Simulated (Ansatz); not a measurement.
**CdSe (CsCl type): Wannier inputs, tried as typed**

Aim: run 2 Wannier inputs for CdSe (CsCl type) as typed, and read from each log whether it ends well.

Program: Ansatz 0.2.0. Level of theory: plane waves, PAW; the settings change from run to run, as each input shows. These are calculated values, not measurements.

4 further runs of the same task are left out: 4 that didn't finish. Runs told in other sessions of the task aren't counted.

### Step 1. The system as given

The structure is cubic, space group Pm-3m (No. 221). The conventional cell has a = 3.533 Å, b = 3.533 Å, c = 3.533 Å, α = 90.00°, β = 90.00°, γ = 90.00°. Cd (site symmetry m-3m) has 8 Se at 3.06 Å in its first shell of neighbours. Se (site symmetry m-3m) is surrounded by 8 Cd at 3.06 Å.

As a file:

```
Cd Se
1.0
     3.53310    0.00000    0.00000
     0.00000    3.53310    0.00000
     0.00000    0.00000    3.53310
Cd Se
1 1
Direct
  0.00000 0.00000 0.00000
  0.50000 0.50000 0.50000
```

Cell and atoms come from an earlier r2SCAN relaxation.

### Step 2. Run 1

Contents of input.yaml:

```yaml
crystal:
  lattice:
    - [3.5331017334, 0.0, 0.0]
    - [0.0, 3.5331017334, 0.0]
    - [0.0, 0.0, 3.5331017334]
  atoms:
    - { symbol: Cd, position: [0.0, 0.0, 0.0] }
    - { symbol: Se, position: [0.5, 0.5, 0.5] }
kpoints:
  mp_grid: { grid: [6, 6, 6] }
  band_path:
    path:
      - [[0.0, 0.0, 0.0], [8.823452587718e-51, 0.5, -1.584774277358e-68], [0.5, 0.5, -1.45362731462e-34], [0.0, 0.0, 0.0], [0.5, 0.5, 0.5], [8.823452587718e-51, 0.5, -1.584774277358e-68]]
      - [[0.5, 0.5, 0.5], [0.5, 0.5, -1.45362731462e-34]]
    npoints: 10
hamiltonian:
  xc: pbe
scf:
  occupations: { method: fermi_dirac, width: 0.02 }
  n_extra_bands: 6
output:
  forces: false
  stress: false
  eigenvalues: true
  wannier:
    kmesh: [6, 6, 6]
    projections: [{ species: Cd, l: d, shell: 4 }, { species: Se, l: p, shell: 4 }]
    minimise: true
    write_hr: true
    conv_tol: 0.001
    max_iter: 1000
```

The run is started by

```
> ansatz run input.yaml --threads 4 --pin off --max-ram 3686MiB --backend cpu --events-out ev --progress --plain --runs-dir out
```

Standard output, cut to the lines that bear on the results:

```text
Warning: RAYON_NUM_THREADS=4 ignored (pool sized by the plan → 4); use --threads N
scf.n_extra_bands = 6 over 18 filled bands (N_el = 36.0): the run solves 24 bands
[...]
Pseudopotentials: kind: paw
Pseudopotential: Cd, paw, valence charge 20, recommended cutoff 420 eV (normal), Cd.paw.azcp
Pseudopotential: Se, paw, valence charge 16, recommended cutoff 420 eV (normal), Se.paw.azcp
Functional definition: PBE
[...]
Crystal: 2 atoms, lattice volume = 44.103 Å³
Basis set: ecut = 420 eV, 847 PW (Γ)
Bands: 24, of which v1, the nominal top of the filled ones, is band 18 counted from 1 (17 counted from 0)
Symmetry: 48 space group operations
Space group: Pm-3m (ITA 221), of the structure as read, at distance tolerance 3.5e-5 Å
k-points: 20 of 216
[...]
SCF iter   1: F=—  HF=-13723.567585 eV  |F-HF|=—  |Δ(HF+E_count)|=         —  Δρ=2.18e-3  dr2=3.96e-3  ethr=1.77e-3  ⟨swp⟩=5.3  Hψ=2138  notcnv=0
[...]
SCF iter   6: F=-13723.567122 eV  HF=-13723.567122 eV  |F-HF|=1.33e-8  |Δ(HF+E_count)|=   4.84e-8  Δρ=1.35e-5  dr2=5.89e-8  ethr=2.78e-10  ⟨swp⟩=4.8  Hψ=1721  notcnv=0
[...]
NSCF: frozen V_eff on 62 k-points
NSCF: frozen V_eff on 23 k-points
the Wannier pass solved 23 of the 216 points of its mesh, and has the states at the others by symmetry: states obtained by the crystal's operations at points that were solved too leave a residual of 3.28e-13 eV (read by the count's bands and the next), within 4.76e-6 eV
NSCF: frozen V_eff on 23 k-points
the Wannier pass solved 23 of the 216 points of its mesh, and has the states at the others by symmetry: states obtained by the crystal's operations at points that were solved too leave a residual of 3.71e-13 eV (read by the count's bands and the next), within 4.76e-6 eV
SCF converged after 6 iterations
Free energy (F): -13723.567122 eV
[...]
E sigma→0 (E₀):  -13723.565223 eV
Entropy (-TS):   -0.003798 eV (-1.899 meV/atom)
Fermi energy:    11.868798 eV
[...]
--- Band table (eV; the first three rows and the last of 20) ---
  k-point 0: bands = ["-90.7668", "-51.8342", "-51.8342", "-51.8342", "-35.5835", "-35.5835", "-35.5827", "-35.5827", "-35.5827", "-1.9117", "3.0173", "3.0173", "3.4551", "3.4551", "3.4551", "10.2606", "10.5993", "10.5993", "10.5993", "17.9278", "17.9278", "22.5307", "22.5307", "22.5307"]
[...]
Wannier search: line search 1 of at most 1000: gauge-dependent spread (as the search counts it) 0.3663028 Å², largest recent change 4.0e-2 Å² and fall left 2.9e-5 Å² against conv_tol 1.0e-3 Å², 0 stops escaped
```

Wall time 1.8 s (4 threads of Arm Neoverse V2, shared host); peak memory 0.41 GiB.

wannier.win names the bands that the functions span: 11-15, combinations of 16-19 (counted from 1; 18 are filled by count, though the bands overlap). Combinations are drawn from entangled bands, so such a model needn't follow any one band.

The head of wannier.spreads.toml:

```toml
omega_i_ang2 = 10.789218662475548
omega_d_ang2 = 0.0000000000000000000000000019672846250431062
omega_od_ang2 = 0.3662297577887716
omega_total_ang2 = 11.15544842026432
least_projectability = 0.7657054792505146
b_vectors_match_mmn = true
n_iter = 6
converged = true
rejected_fitted_steps = 0
```

The functions (centres in Å, on-site energies from the highest level of the last filled band):

| n | x | y | z | spread (Å²) | on-site (eV) | nearest atoms | distance (Å) |
| --- | --- | --- | --- | --- | --- | --- | --- |
| 1 | 0.000 | 0.000 | 0.000 | 0.583 | -8.609 | Cd1 | 0.00 |
| 2 | 0.000 | 0.000 | 0.000 | 0.693 | -8.456 | Cd1 | 0.00 |
| 3 | 0.000 | 0.000 | 0.000 | 0.693 | -8.456 | Cd1 | 0.00 |
| 4 | 0.000 | 0.000 | 0.000 | 0.583 | -8.609 | Cd1 | 0.00 |
| 5 | 0.000 | 0.000 | 0.000 | 0.693 | -8.456 | Cd1 | 0.00 |
| 6 | 1.767 | 1.767 | 1.767 | 2.637 | -3.007 | Se2 | 0.00 |
| 7 | 1.767 | 1.767 | 1.767 | 2.637 | -3.007 | Se2 | 0.00 |
| 8 | 1.767 | 1.767 | 1.767 | 2.637 | -3.007 | Se2 | 0.00 |

Along the path each interpolated band stays within 0.00, 0.00, 0.00, 0.00, 0.00, 0.64, 0.10, 0.04 eV of the nearest computed level, from the lowest band up.

### Step 3. Run 2

Changes to input.yaml since step 2:

```diff
@@ -26,6 +26,9 @@
     kmesh: [6, 6, 6]
-    projections: [{ species: Cd, l: d, shell: 4 }, { species: Se, l: p, shell: 4 }]
+    projections:
+      - { species: Cd, l: d, shell: 4 }
+      - { species: Se, l: p, shell: 4 }
+      - { species: Se, l: s, shell: 4 }
     minimise: true
     write_hr: true
-    conv_tol: 0.001
+    conv_tol: 1.0e-08
     max_iter: 1000
```

The run is started by

```
> ansatz run input.yaml --threads 4 --pin off --max-ram 3686MiB --backend cpu --events-out ev --progress --plain --runs-dir out
```

Standard output, cut to the lines that bear on the results:

```text
Warning: RAYON_NUM_THREADS=4 ignored (pool sized by the plan → 4); use --threads N
scf.n_extra_bands = 6 over 18 filled bands (N_el = 36.0): the run solves 24 bands
[...]
[... 4 set-up lines as earlier in the session ...]
[...]
Crystal: 2 atoms, lattice volume = 44.103 Å³
Basis set: ecut = 420 eV, 847 PW (Γ)
Bands: 24, of which v1, the nominal top of the filled ones, is band 18 counted from 1 (17 counted from 0)
[... 2 set-up lines as earlier in the session ...]
k-points: 20 of 216
[...]
SCF iter   1: F=—  HF=-13723.567585 eV  |F-HF|=—  |Δ(HF+E_count)|=         —  Δρ=2.18e-3  dr2=3.96e-3  ethr=1.77e-3  ⟨swp⟩=5.3  Hψ=2138  notcnv=0
[...]
NSCF: frozen V_eff on 62 k-points
NSCF: frozen V_eff on 23 k-points
the Wannier pass solved 23 of the 216 points of its mesh, and has the states at the others by symmetry: states obtained by the crystal's operations at points that were solved too leave a residual of 3.28e-13 eV (read by the count's bands and the next), within 4.76e-6 eV
NSCF: frozen V_eff on 23 k-points
the Wannier pass solved 23 of the 216 points of its mesh, and has the states at the others by symmetry: states obtained by the crystal's operations at points that were solved too leave a residual of 3.48e-13 eV (read by the count's bands and the next), within 4.76e-6 eV
SCF converged after 6 iterations
Free energy (F): -13723.567122 eV
[...]
E sigma→0 (E₀):  -13723.565223 eV
Entropy (-TS):   -0.003798 eV (-1.899 meV/atom)
Fermi energy:    11.868798 eV
[...]
--- Band table (eV; the first three rows and the last of 20) ---
[... band rows left out ...]
[...]
Wannier search: line search 1 of at most 1000: gauge-dependent spread (as the search counts it) 2.4824801 Å², largest recent change 1.2e-1 Å² and fall left 4.1e-4 Å² against conv_tol 1.0e-8 Å², 0 stops escaped
```

It took 2 s on 4 threads of Arm Neoverse V2, shared host; peak memory 0.42 GiB.

wannier.win names the bands that the functions span: 10-15, combinations of 16-19 (counted from 1; 18 are filled by count, though the bands overlap). Combinations are drawn from entangled bands, so such a model needn't follow any one band.

The head of wannier.spreads.toml:

```toml
omega_i_ang2 = 9.505556451197833
omega_d_ang2 = 0.0006754926328605722
omega_od_ang2 = 1.5505724615573016
omega_total_ang2 = 11.056804405387995
least_projectability = 0.8291066571064487
b_vectors_match_mmn = true
n_iter = 42
converged = true
rejected_fitted_steps = 1
```

The functions (centres in Å, on-site energies from the highest level of the last filled band):

| n | x | y | z | spread (Å²) | on-site (eV) | nearest atoms | distance (Å) |
| --- | --- | --- | --- | --- | --- | --- | --- |
| 1 | 0.000 | 0.000 | 0.000 | 0.584 | -8.608 | Cd1 | 0.00 |
| 2 | 0.000 | 0.000 | 0.000 | 0.590 | -8.530 | Cd1 | 0.00 |
| 3 | 0.000 | 0.000 | 0.000 | 0.590 | -8.530 | Cd1 | 0.00 |
| 4 | 0.000 | 0.000 | 0.000 | 0.584 | -8.608 | Cd1 | 0.00 |
| 5 | 0.000 | 0.000 | 0.000 | 0.590 | -8.530 | Cd1 | 0.00 |
| 6 | 1.674 | 1.674 | 1.256 | 2.052 | -5.283 | Se2 | 0.53 |
| 7 | 2.277 | 1.674 | 1.859 | 2.052 | -5.283 | Se2 | 0.53 |
| 8 | 1.674 | 2.277 | 1.859 | 2.052 | -5.283 | Se2 | 0.53 |
| 9 | 1.448 | 1.447 | 2.086 | 1.963 | -5.760 | Se2 | 0.55 |

Along the path each interpolated band stays within 0.01, 0.00, 0.01, 0.00, 0.00, 0.01, 0.54, 0.10, 0.03 eV of the nearest computed level, from the lowest band up.

### Step 4. Summary

```tsv
run	settings	ended	result	time
1	PBE, 8 functions, 6×6×6	converged	spread 11.16 Å²	1.8 s
2	PBE, 9 functions, 6×6×6	converged	spread 11.06 Å²	2 s
```

In words: 2 converged. Over the sound inputs the mean spread of a function spans 1.23 to 1.39 Å². These numbers test the settings; they aren't properties of the solid.
